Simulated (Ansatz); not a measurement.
# SnSe2: one candidate of a structure search

Where does this trial cell of SnSe2 go when cell and atoms are let free?

Method: DFT PBE, scalar-relativistic, plane waves, PAW, in Ansatz 0.2.0.

## 1. The system as given

Symmetry: P4/mmm, No. 123, tetragonal system. The conventional cell has a = 3.972 Å, b = 3.972 Å, c = 6.178 Å, α = 90.00°, β = 90.00°, γ = 90.00°. Sn (site symmetry 4/mmm) is surrounded by 2 Se at 2.03 Å. Around Se (site symmetry 4mm) lie 1 Sn at 2.03 Å and 1 Se at 2.11 Å.

Structure file:

```
CELL_PARAMETERS angstrom
3.97204 0.00000 0.00000
0.00000 3.97204 0.00000
0.00000 0.00000 6.17826
ATOMIC_POSITIONS crystal
Sn 0.00000 0.00000 0.00000
Se 0.00000 0.00000 0.67076
Se 0.00000 0.00000 0.32924
```

Recipe of the guess: random cell by space group and Wyckoff sites (P4/mmm, No. 123). The dimensions are guesses.

## 2. A first look at the guess

input.yaml

```yaml
crystal:
  lattice:
    - [3.97204073, 0.0, 0.0]
    - [0.0, 3.97204073, 0.0]
    - [0.0, 0.0, 6.17825522]
  atoms:
    - { symbol: Sn, position: [0.0, 0.0, 0.0] }
    - { symbol: Se, position: [0.0, 0.0, 0.67075568] }
    - { symbol: Se, position: [0.0, 0.0, 0.32924432] }
basis:
  ecutwfc: 420
kpoints:
  mp_grid: { grid: [4, 4, 4] }
hamiltonian:
  xc: pbe
scf:
  occupations: { method: gaussian, width: 0.1 }
  lower_state_search: "off"
output:
  forces: true
  stress: true
  eigenvalues: true
```

On the command line:

```console
ansatz run input.yaml --threads 1 --pin off --max-ram 2048MiB --backend cpu --events-out ev --progress --plain --runs-dir out
```

What it wrote, cut to the lines that bear on the results:

```text
[...]
SCF converged after 7 iterations
Free energy (F): -16955.437185 eV
[...]
E sigma→0 (E₀):  -16955.436498 eV
Entropy (-TS):   -0.001374 eV (-0.458 meV/atom)
Fermi energy:    6.649906 eV
[...]
--- Forces (eV/Å), atoms counted from 1 ---
  atom   1  Sn     0.00000000    -0.00000000     0.00000000
  atom   2  Se     0.00000000     0.00000000    -5.76296970
  atom   3  Se     0.00000000     0.00000000     5.76296970
[...]
--- Stress (GPa, compression-positive) ---
        0.871761       0.000000       0.000000
        0.000000       0.871761       0.000000
        0.000000       0.000000     106.742046
  P = ⅓ Tr σ = 36.1619 GPa (361.619 kbar)
--- Band table (eV; the first three rows and the last of 18) ---
[...]
```

Run time: 6.9 s. Hardware: 1 thread of Intel Xeon Platinum 8488C (Sapphire Rapids), shared host; peak memory 0.41 GiB.

The probe gives pressure 36.2 GPa, largest force 5.76 eV/Å, gap on this mesh none (metal). A guess like this is first relaxed loosely on the coarse mesh.

## 3. Rough relaxation on the coarse mesh

input.yaml: that of step 2 with these lines changed.

```diff
@@ -22 +22,6 @@
   eigenvalues: true
+relax:
+  adjacent_minimum: "off"
+  f_tol: 0.04
+  max_steps: 70
+  cell: { stress_tol: 0.4 }
```

On the command line:

```console
ansatz run input.yaml --threads 1 --pin off --max-ram 2048MiB --backend cpu --events-out ev --progress --plain --runs-dir out
```

What it wrote:

```text
Warning: RAYON_NUM_THREADS=1 ignored (pool sized by the plan → 1); use --threads N
Engine: ansatz 0.2.0, x86_64-unknown-linux-gnu
Pseudopotentials: kind: paw
Pseudopotential: Sn, paw, valence charge 14, recommended cutoff 420 eV (normal), Sn.paw.azcp
Pseudopotential: Se, paw, valence charge 16, recommended cutoff 420 eV (normal), Se.paw.azcp
Functional definition: PBE
  parameter kappa = 0.804
  parameter beta = 0.06672455060314922
  exchange = pbe_x(kappa = kappa, mu = beta*pi^2/3)
  correlation = pbe_c(beta = beta)
Crystal: 3 atoms, lattice volume = 97.475 Å³
Basis set: ecut = 420 eV, 1925 PW (Γ), exchange–correlation on 54×54×90 points (8 copies of the dense FFT grid, shifted against one another)
Bands: 28, of which v1, the nominal top of the filled ones, is band 23 counted from 1 (22 counted from 0)
Symmetry: 16 space group operations
Space group: P4/mmm (ITA 123), of the structure as read, at distance tolerance 4.6e-5 Å
k-points: 18 of 64
Non-local potential: Sn, projectors of the file, l = 0: 2, l = 1: 2, l = 2: 2, l = 3: 2
Non-local potential: Se, projectors of the file, l = 0: 2, l = 1: 2, l = 2: 3, l = 3: 1
PAW form: soft (Blöchl's): semilocal exchange-correlation on the pseudo side does not see the compensation charge
PAW one-centre angular grid: Sn, 590 points (default); XC on 64 Gauss nodes
PAW one-centre angular grid: Se, 590 points (default); XC on 64 Gauss nodes
Initial density: superposition of atomic densities (neutral atoms: chi_scale 0, normalization atom), corrected by the library's trained network
Initial wavefunctions: pseudopotential atomic-orbital guess
Functional: x = pbe(κ = 0.804, μ = 0.2195149727645171), c = pbe(β = 0.06672455060314922)
SCF iter   1: F=—  HF=-16955.443564 eV  |F-HF|=—  |Δ(HF+E_count)|=         —  Δρ=4.37e-3  dr2=3.22e-2  ethr=1.77e-3  ⟨swp⟩=7.1  Hψ=2378  notcnv=0
preconditioner: auto → Resta (q_TF=auto, 2.407 Å⁻¹)  ε∞=3.0  [insulator: Δε(μ)=0.307 eV  Ē_g=10.557 eV  σ=0.100 eV  W_gap=0.96  n_scr=20 (ndim 8)  ℏωp=15.0 eV  f_vac=0.211  D(μ)=0.07/eV (n_scr^D=0)  ε∞_Penn≈3.0]
SCF iter   2: F=—  HF=-16955.436880 eV  |F-HF|=—  |Δ(HF+E_count)|=   6.68e-3  Δρ=1.95e-3  dr2=6.07e-3  ethr=6.99e-5  ⟨swp⟩=2.2  Hψ=857  notcnv=0
SCF iter   3: F=—  HF=-16955.436751 eV  |F-HF|=—  |Δ(HF+E_count)|=   1.29e-4  Δρ=5.70e-4  dr2=5.82e-4  ethr=1.32e-5  ⟨swp⟩=2.0  Hψ=645  notcnv=0
SCF iter   4: F=—  HF=-16955.437019 eV  |F-HF|=—  |Δ(HF+E_count)|=   2.68e-4  Δρ=2.16e-4  dr2=7.49e-5  ethr=1.27e-6  ⟨swp⟩=2.0  Hψ=886  notcnv=0
SCF iter   5: F=—  HF=-16955.437165 eV  |F-HF|=—  |Δ(HF+E_count)|=   1.46e-4  Δρ=7.29e-5  dr2=9.37e-6  ethr=1.63e-7  ⟨swp⟩=2.0  Hψ=607  notcnv=0
SCF iter   6: F=—  HF=-16955.437185 eV  |F-HF|=—  |Δ(HF+E_count)|=   1.95e-5  Δρ=1.45e-5  dr2=5.35e-7  ethr=2.04e-8  ⟨swp⟩=2.0  Hψ=636  notcnv=0
SCF iter   7: F=-16955.437185 eV  HF=-16955.437185 eV  |F-HF|=6.78e-8  |Δ(HF+E_count)|=   7.22e-7  Δρ=6.11e-6  dr2=4.94e-8  ethr=2.17e-10  ⟨swp⟩=9.8  Hψ=2607  notcnv=0
SCF 1 converged in 7 iterations: F = -16955.437185 eV  dr2 = 4.94e-8
relax step   1: F+E_penalty+E_count = -16955.43718534 eV  Δ(F+E_penalty+E_count) = +0.000e0 eV  max|allowed force component| = 5.763e0 eV/Å  Δτ_max = 0.0000 Å  P = +36.162 GPa  Ω = 97.475 Å³  (7 SCF iters, dr2 threshold 1.00e-7 eV, accepted)
Crystal: 3 atoms, lattice volume = 102.322 Å³
Basis set: ecut = 420 eV, 2029 PW (Γ), exchange–correlation on 54×54×90 points (8 copies of the dense FFT grid, shifted against one another)
Initial density: handed on by an earlier stage of this run
Initial wavefunctions: those handed on with the density
iter 1 solved again at ethr=1.04e-4 eV; its pass at ethr=3.10e-3 eV (dr2=4.80e-2 eV) is discarded
SCF iter   1: F=—  HF=-16958.159092 eV  |F-HF|=—  |Δ(HF+E_count)|=         —  Δρ=6.31e-3  dr2=5.03e-2  ethr=1.04e-4  ⟨swp⟩=2.0  Hψ=2949  notcnv=0
preconditioner: auto → LDOS  [metal: Δε(μ)=0.112 eV  Ē_g=10.074 eV  σ=0.100 eV  W_gap=0.48  n_scr=20 (ndim 8)  ℏωp=14.7 eV  f_vac=0.205  D(μ)=0.77/eV (n_scr^D=2)  β→1.0]
SCF iter   2: F=—  HF=-16958.155240 eV  |F-HF|=—  |Δ(HF+E_count)|=   3.85e-3  Δρ=3.22e-3  dr2=2.16e-2  ethr=1.04e-4  ⟨swp⟩=2.9  Hψ=1033  notcnv=0
SCF iter   3: F=—  HF=-16958.147473 eV  |F-HF|=—  |Δ(HF+E_count)|=   7.77e-3  Δρ=8.91e-4  dr2=1.98e-3  ethr=4.70e-5  ⟨swp⟩=2.0  Hψ=1027  notcnv=0  defer=1
SCF iter   4: F=—  HF=-16958.146963 eV  |F-HF|=—  |Δ(HF+E_count)|=   5.10e-4  Δρ=1.72e-4  dr2=3.10e-5  ethr=4.31e-6  ⟨swp⟩=2.1  Hψ=644  notcnv=0  defer=1
SCF iter   5: F=—  HF=-16958.146937 eV  |F-HF|=—  |Δ(HF+E_count)|=   2.62e-5  Δρ=4.39e-5  dr2=3.96e-6  ethr=6.75e-8  ⟨swp⟩=2.1  Hψ=893  notcnv=0  defer=1
SCF iter   6: F=-16958.146937 eV  HF=-16958.146937 eV  |F-HF|=3.37e-8  |Δ(HF+E_count)|=   4.44e-7  Δρ=7.78e-6  dr2=3.00e-8  ethr=6.52e-10  ⟨swp⟩=7.0  Hψ=2664  notcnv=0
SCF 2 converged in 6 iterations: F = -16958.146937 eV  dr2 = 3.00e-8
relax step   2: F+E_penalty+E_count = -16958.14693728 eV  Δ(F+E_penalty+E_count) = -2.710e0 eV  max|allowed force component| = 1.743e-2 eV/Å  Δτ_max = 0.0555 Å  P = +20.881 GPa  Ω = 102.322 Å³  energy of the carried Pulay correction = -1.964e-3 eV  (6 SCF iters, dr2 threshold 3.00e-7 eV, accepted)
Crystal: 3 atoms, lattice volume = 107.463 Å³
Basis set: ecut = 420 eV, 2103 PW (Γ), exchange–correlation on 54×54×90 points (8 copies of the dense FFT grid, shifted against one another)
iter 1 solved again at ethr=2.07e-4 eV; its pass at ethr=3.10e-3 eV (dr2=9.53e-2 eV) is discarded
SCF iter   1: F=—  HF=-16959.620927 eV  |F-HF|=—  |Δ(HF+E_count)|=         —  Δρ=7.43e-3  dr2=9.54e-2  ethr=2.07e-4  ⟨swp⟩=1.8  Hψ=3011  notcnv=0
preconditioner: auto → LDOS  [metal: Δε(μ)=0.049 eV  Ē_g=9.622 eV  σ=0.100 eV  W_gap=0.26  n_scr=20 (ndim 8)  ℏωp=14.3 eV  f_vac=0.206  D(μ)=2.59/eV (n_scr^D=16)  β→1.0]
SCF iter   2: F=—  HF=-16959.609091 eV  |F-HF|=—  |Δ(HF+E_count)|=   1.18e-2  Δρ=3.94e-3  dr2=2.11e-2  ethr=2.07e-4  ⟨swp⟩=2.9  Hψ=1056  notcnv=0
SCF iter   3: F=—  HF=-16959.603041 eV  |F-HF|=—  |Δ(HF+E_count)|=   6.05e-3  Δρ=1.13e-3  dr2=1.97e-3  ethr=4.59e-5  ⟨swp⟩=2.0  Hψ=982  notcnv=0
SCF iter   4: F=—  HF=-16959.602504 eV  |F-HF|=—  |Δ(HF+E_count)|=   5.37e-4  Δρ=2.13e-4  dr2=8.27e-5  ethr=4.29e-6  ⟨swp⟩=2.9  Hψ=930  notcnv=0
SCF iter   5: F=—  HF=-16959.602467 eV  |F-HF|=—  |Δ(HF+E_count)|=   3.67e-5  Δρ=5.48e-5  dr2=4.53e-6  ethr=1.80e-7  ⟨swp⟩=2.0  Hψ=701  notcnv=0
SCF iter   6: F=—  HF=-16959.602470 eV  |F-HF|=—  |Δ(HF+E_count)|=   2.37e-6  Δρ=2.27e-5  dr2=5.65e-7  ethr=9.84e-9  ⟨swp⟩=2.0  Hψ=918  notcnv=0
SCF iter   7: F=-16959.602469 eV  HF=-16959.602469 eV  |F-HF|=6.03e-9  |Δ(HF+E_count)|=   1.29e-7  Δρ=7.42e-6  dr2=7.80e-8  ethr=6.52e-10  ⟨swp⟩=7.6  Hψ=2656  notcnv=0
SCF 3 converged in 7 iterations: F = -16959.602469 eV  dr2 = 7.80e-8
relax step   3: F+E_penalty+E_count = -16959.60246946 eV  Δ(F+E_penalty+E_count) = -1.456e0 eV  max|allowed force component| = 2.917e-1 eV/Å  Δτ_max = 0.0283 Å  P = +13.105 GPa  Ω = 107.463 Å³  energy of the carried Pulay correction = -3.946e-3 eV  (7 SCF iters, dr2 threshold 3.00e-7 eV, accepted)
[... from here on, the SCF cycles and remarks between the steps are left out ...]
relax step   4: F+E_penalty+E_count = -16960.49109308 eV  Δ(F+E_penalty+E_count) = -8.886e-1 eV  max|allowed force component| = 5.499e-1 eV/Å  Δτ_max = 0.0160 Å  P = +7.472 GPa  Ω = 112.405 Å³  energy of the carried Pulay correction = -5.761e-3 eV  (6 SCF iters, dr2 threshold 3.00e-7 eV, accepted)
relax step   5: F+E_penalty+E_count = -16960.93075124 eV  Δ(F+E_penalty+E_count) = -4.397e-1 eV  max|allowed force component| = 6.651e-1 eV/Å  Δτ_max = 0.0013 Å  P = +2.381 GPa  Ω = 116.882 Å³  energy of the carried Pulay correction = -7.333e-3 eV  (6 SCF iters, dr2 threshold 3.00e-7 eV, accepted)
relax step   6: F+E_penalty+E_count = -16961.03213030 eV  Δ(F+E_penalty+E_count) = -1.014e-1 eV  max|allowed force component| = 5.165e-1 eV/Å  Δτ_max = 0.0131 Å  P = -0.178 GPa  Ω = 115.330 Å³  energy of the carried Pulay correction = -6.795e-3 eV  (6 SCF iters, dr2 threshold 3.00e-7 eV, accepted)
relax step   7: F+E_penalty+E_count = -16961.18447439 eV  Δ(F+E_penalty+E_count) = -1.523e-1 eV  max|allowed force component| = 6.796e-1 eV/Å  Δτ_max = 0.0204 Å  P = -1.942 GPa  Ω = 105.957 Å³  energy of the carried Pulay correction = -3.376e-3 eV  (7 SCF iters, dr2 threshold 3.00e-7 eV, accepted)
relax step   8: F+E_penalty+E_count = -16961.35428233 eV  Δ(F+E_penalty+E_count) = -1.698e-1 eV  max|allowed force component| = 2.446e-1 eV/Å  Δτ_max = 0.0208 Å  P = -2.415 GPa  Ω = 95.998 Å³  energy of the carried Pulay correction = +6.182e-4 eV  (7 SCF iters, dr2 threshold 3.00e-7 eV, accepted)
relax step   9: F+E_penalty+E_count = -16961.62797102 eV  Δ(F+E_penalty+E_count) = -2.737e-1 eV  max|allowed force component| = 3.275e-1 eV/Å  Δτ_max = 0.0119 Å  P = -1.939 GPa  Ω = 86.379 Å³  energy of the carried Pulay correction = +4.887e-3 eV  (7 SCF iters, dr2 threshold 3.00e-7 eV, accepted)
relax step  10: F+E_penalty+E_count = -16962.08409331 eV  Δ(F+E_penalty+E_count) = -4.561e-1 eV  max|allowed force component| = 1.196e0 eV/Å  Δτ_max = 0.0032 Å  P = -0.039 GPa  Ω = 77.526 Å³  energy of the carried Pulay correction = +9.232e-3 eV  (7 SCF iters, dr2 threshold 3.00e-7 eV, accepted)
relax step  11: F+E_penalty+E_count = -16962.42518705 eV  Δ(F+E_penalty+E_count) = -3.411e-1 eV  max|allowed force component| = 8.733e-1 eV/Å  Δτ_max = 0.0105 Å  P = +3.513 GPa  Ω = 69.526 Å³  energy of the carried Pulay correction = +1.356e-2 eV  (8 SCF iters, dr2 threshold 3.00e-7 eV, accepted)
relax step  12: F+E_penalty+E_count = -16962.51327953 eV  Δ(F+E_penalty+E_count) = -8.809e-2 eV  max|allowed force component| = 1.714e-2 eV/Å  Δτ_max = 0.0804 Å  P = -0.817 GPa  Ω = 72.954 Å³  energy of the carried Pulay correction = +1.165e-2 eV  (7 SCF iters, dr2 threshold 3.00e-7 eV, accepted)
relax step  13: F+E_penalty+E_count = -16962.50883783 eV  Δ(F+E_penalty+E_count) = +4.442e-3 eV  max|allowed force component| = 1.986e-1 eV/Å  Δτ_max = 0.0047 Å  P = +1.726 GPa  Ω = 71.495 Å³  energy of the carried Pulay correction = +1.245e-2 eV  (6 SCF iters, dr2 threshold 3.00e-7 eV, rejected (line search))
relax step  14: F+E_penalty+E_count = -16962.52190750 eV  Δ(F+E_penalty+E_count) = -8.628e-3 eV  max|allowed force component| = 3.032e-2 eV/Å  Δτ_max = 0.0045 Å  P = -0.133 GPa  Ω = 72.683 Å³  energy of the carried Pulay correction = +1.180e-2 eV  (7 SCF iters, accepted)
relax step  15: F+E_penalty+E_count = -16962.60983743 eV  Δ(F+E_penalty+E_count) = -8.793e-2 eV  max|allowed force component| = 5.757e-2 eV/Å  Δτ_max = 0.0000 Å  P = +1.257 GPa  Ω = 72.683 Å³  stress off target by 4.06e0 GPa  SCF on the basis re-selected at this cell (its energy is not comparable with the rows above)  (6 SCF iters)
relax step  16: F+E_penalty+E_count = -16962.62301437 eV  Δ(F+E_penalty+E_count) = -1.318e-2 eV  max|allowed force component| = 1.089e-2 eV/Å  Δτ_max = 0.0019 Å  P = +0.341 GPa  Ω = 73.461 Å³  energy of the carried Pulay correction = -1.446e-4 eV  (5 SCF iters, dr2 threshold 3.00e-7 eV, accepted)
relax step  17: F+E_penalty+E_count = -16962.62392668 eV  Δ(F+E_penalty+E_count) = -9.123e-4 eV  max|allowed force component| = 7.687e-3 eV/Å  Δτ_max = 0.0013 Å  P = -0.044 GPa  Ω = 73.849 Å³  energy of the carried Pulay correction = -2.131e-4 eV  (5 SCF iters, dr2 threshold 3.00e-7 eV, accepted)
iter 1 solved again at ethr=1.81e-7 eV; its pass at ethr=3.10e-3 eV (dr2=8.32e-5 eV) is discarded
SCF iter   1: F=—  HF=-16962.622842 eV  |F-HF|=—  |Δ(HF+E_count)|=         —  Δρ=3.48e-4  dr2=1.94e-6  ethr=1.81e-7  ⟨swp⟩=3.0  Hψ=3427  notcnv=0
preconditioner: auto → LDOS  [insulator: Δε(μ)=0.135 eV  Ē_g=15.844 eV  σ=0.100 eV  W_gap=0.65  n_scr=18 (ndim 8)  ℏωp=22.0 eV  f_vac=0.018  D(μ)=0.87/eV (n_scr^D=2)  ε∞_Penn≈2.9  β→1.0]
SCF iter   2: F=—  HF=-16962.624127 eV  |F-HF|=—  |Δ(HF+E_count)|=   1.29e-3  Δρ=7.45e-6  dr2=1.48e-7  ethr=4.21e-9  ⟨swp⟩=2.1  Hψ=682  notcnv=0
SCF iter   3: F=—  HF=-16962.624127 eV  |F-HF|=—  |Δ(HF+E_count)|=   7.88e-8  Δρ=7.88e-6  dr2=3.80e-7  ethr=3.22e-10  ⟨swp⟩=2.2  Hψ=910  notcnv=0
SCF iter   4: F=—  HF=-16962.624127 eV  |F-HF|=—  |Δ(HF+E_count)|=   5.74e-8  Δρ=1.65e-6  dr2=1.48e-8  ethr=3.22e-10  ⟨swp⟩=2.1  Hψ=593  notcnv=0
SCF iter   5: F=-16962.624127 eV  HF=-16962.624127 eV  |F-HF|=3.09e-10  |Δ(HF+E_count)|=   1.48e-9  Δρ=4.07e-7  dr2=1.80e-10  ethr=4.17e-12  ⟨swp⟩=3.2  Hψ=1977  notcnv=0
SCF 18 converged in 5 iterations: F = -16962.624127 eV  dr2 = 1.80e-10
relax step  18: F+E_penalty+E_count = -16962.62412725 eV  Δ(F+E_penalty+E_count) = -2.006e-4 eV  max|allowed force component| = 7.804e-3 eV/Å  Δτ_max = 0.0000 Å  P = -0.045 GPa  Ω = 73.849 Å³  stress off target by 5.04e-2 GPa  SCF on the basis re-selected at this cell (its energy is not comparable with the rows above)  (5 SCF iters)
basis re-selected at this cell: Δ(F+E_penalty+E_count) = -2.006e-4 eV, ΔP = -0.001 GPa vs the last step (what re-selecting the basis moved, of the pressure what is left beyond the Pulay correction that the steps carried, after the strain that the cell walked since its last selection, with what the two solves' SCF thresholds leave and, on support functions, any second-order correction that the steps lacked; it is no measure of the basis error at this ecutwfc). This SCF's stress stands 5.04e-2 GPa from its target on what of the cell is left free (relax.cell.stress_tol is 4.00e-1 GPa) and its largest allowed force component is 7.80e-3 eV/Å (relax.f_tol is 4.00e-2 eV/Å): within both
SCF converged after 5 iterations
Free energy (F): -16962.624127 eV
Harris-Foulkes:  -16962.624127 eV  (|F-HF|=3.09e-10)
Internal energy: -16962.619785 eV  (E = F + TS)
E sigma→0 (E₀):  -16962.621956 eV
Entropy (-TS):   -0.004342 eV (-1.447 meV/atom)
Fermi energy:    9.156742 eV
--- Per-component energies (eV) ---
  E_band       = -830.914030
  E_kinetic    = 419.674471
  E_local      = -5500.156708  (includes V_loc(G=0)·N_el)
  E_nonlocal   = -1220.701470
  E_hartree    = 2841.446429
  E_xc         = -589.422458
  E_vxc        = -290.453260  (∫ρ·V_xc dr)
  E_paw        = -7961.382468  (= ΣΔE_a)
  E_vpaw       = 77.831817  (= ΣTr[D̂ρ^β])
  E_aug_tail   = -0.001205  (compensation charges beyond the density's cutoff)
  E_ewald      = -4952.076376
  E_smearing   = -0.004342  (= −TS)
  E_closure    = -0.000000  (closes the sum)
  Σ components = -16962.624127   (vs F -16962.624127, Δ=0.00e0)
--- Forces (eV/Å), atoms counted from 1 ---
  atom   1  Sn     0.00000000    -0.00000000     0.00000000
  atom   2  Se     0.00000000     0.00000000     0.00780372
  atom   3  Se    -0.00000000     0.00000000    -0.00780372
  max |Σ_I F_I| component: 8.67e-19 eV/Å
--- Stress (GPa, compression-positive) ---
       -0.042456       0.000000       0.000000
        0.000000      -0.042456       0.000000
        0.000000       0.000000      -0.050369
  P = ⅓ Tr σ = -0.0451 GPa (-0.451 kbar)
--- Band table (eV; the first three rows and the last of 18) ---
  k-point 0: bands = ["-38.4130", "-38.4031", "-38.3877", "-38.3877", "-38.3853", "-38.3853", "-38.3468", "-38.3465", "-38.3363", "-38.3361", "-12.6908", "-12.4674", "-12.2220", "-12.2220", "-12.1946", "-5.1196", "-4.1780", "-0.7384", "5.6276", "5.7864", "10.9424", "10.9424", "11.6523", "11.6523", "13.6515", "16.2856", "16.2856", "17.1639"]
  k-point 1: bands = ["-38.4130", "-38.4031", "-38.3877", "-38.3877", "-38.3853", "-38.3853", "-38.3468", "-38.3465", "-38.3363", "-38.3361", "-12.6908", "-12.4673", "-12.2220", "-12.2220", "-12.1946", "-5.0731", "-4.2783", "-0.5338", "4.1532", "7.6713", "10.9817", "10.9817", "11.5938", "11.5938", "12.5087", "16.3540", "16.3540", "17.1985"]
  k-point 2: bands = ["-38.4129", "-38.4032", "-38.3877", "-38.3877", "-38.3852", "-38.3852", "-38.3468", "-38.3465", "-38.3363", "-38.3361", "-12.6908", "-12.4672", "-12.2220", "-12.2220", "-12.1946", "-5.0148", "-4.3867", "-0.3062", "3.4942", "9.2348", "10.9865", "11.0293", "11.0293", "11.5273", "11.5273", "16.4241", "16.4241", "17.2348"]
  k-point 17: bands = ["-38.4060", "-38.3961", "-38.3909", "-38.3909", "-38.3883", "-38.3883", "-38.3430", "-38.3428", "-38.3264", "-38.3263", "-12.5050", "-12.3587", "-12.3587", "-12.2199", "-12.0375", "-1.9486", "-1.1283", "5.7557", "5.7557", "6.0673", "6.0673", "6.3076", "6.6340", "8.5674", "8.5674", "12.6277", "12.7015", "13.5804"]
--- Relaxed structure (16 steps of the walk, 15 accepted, 2 SCFs on fresh bases) ---
  F+E_penalty+E_count = -16962.62412725 eV   max|allowed force component| = 7.804e-3 eV/Å   (the final SCF, on the basis selected at the relaxed cell)
  cell:  # Å, volume = 73.8489 Å³
    - [2.973612439073075, 2.940060188385053e-33, 0.0]
    - [2.940060188385053e-33, 2.973612439073075, 0.0]
    - [0.0, 0.0, 8.35171157806786]
  atoms:
    - { symbol: Sn, position: [5.050746420150477e-37, -1.2626865873101217e-37, -9.359295433232941e-20] }
    - { symbol: Se, position: [-3.472388152349284e-37, -3.1567164862576714e-38, 0.6724492755828605] }
    - { symbol: Se, position: [-1.5783582678011936e-37, 1.578358235935889e-37, 0.3275507244171393] }
```

Run time: 80 s. Hardware: 1 thread of Intel Xeon Platinum 8488C (Sapphire Rapids), shared host; peak memory 0.45 GiB.

Step by step:

| step | E - E(step 1) (eV/cell) | largest force component (eV/Å) | pressure (GPa) | volume (Å³) |
| --- | --- | --- | --- | --- |
| 1 | 0.0000 | 5.7630 | 36.16 | 97.48 |
| 2 | -2.7098 | 0.0174 | 20.88 | 102.32 |
| 3 | -4.1653 | 0.2917 | 13.10 | 107.46 |
| 4 | -5.0539 | 0.5499 | 7.47 | 112.40 |
| 5 | -5.4936 | 0.6651 | 2.38 | 116.88 |
| 6 | -5.5949 | 0.5165 | -0.18 | 115.33 |
| 7 | -5.7473 | 0.6796 | -1.94 | 105.96 |
| 8 | -5.9171 | 0.2446 | -2.42 | 96.00 |
| 9 | -6.1908 | 0.3275 | -1.94 | 86.38 |
| 10 | -6.6469 | 1.1964 | -0.04 | 77.53 |
| 11 | -6.9880 | 0.8733 | 3.51 | 69.53 |
| 12 | -7.0761 | 0.0171 | -0.82 | 72.95 |
| 13 | -7.0717 | 0.1986 | 1.73 | 71.49 |
| 14 | -7.0847 | 0.0303 | -0.13 | 72.68 |
| 15 | -7.1727 | 0.0576 | 1.26 | 72.68 |
| 16 | -7.1858 | 0.0109 | 0.34 | 73.46 |
| 17 | -7.1867 | 0.0077 | -0.04 | 73.85 |
| 18 | -7.1869 | 0.0078 | -0.05 | 73.85 |

Step 1 is the start. Steps 15, 18 each repeat the geometry before them on a plane-wave basis chosen anew, so the energy can jump there without any move. Step 13 was tried and not accepted.

|  | before | after | change |
| --- | --- | --- | --- |
| a (Å) | 3.972 | 2.974 | -25.1 % |
| b (Å) | 3.972 | 2.974 | -25.1 % |
| c (Å) | 6.178 | 8.352 | +35.2 % |
| volume (Å³/atom) | 32.49 | 24.62 | -24.2 % |
| shortest distance (Å) | 2.034 | 2.736 | +34.5 % |
| space group (0.01 Å) | P4/mmm | P4/mmm | same |

The run keeps the 16 symmetry operations of the start, so it could not have lowered the symmetry.

[end of part 1 of 3]
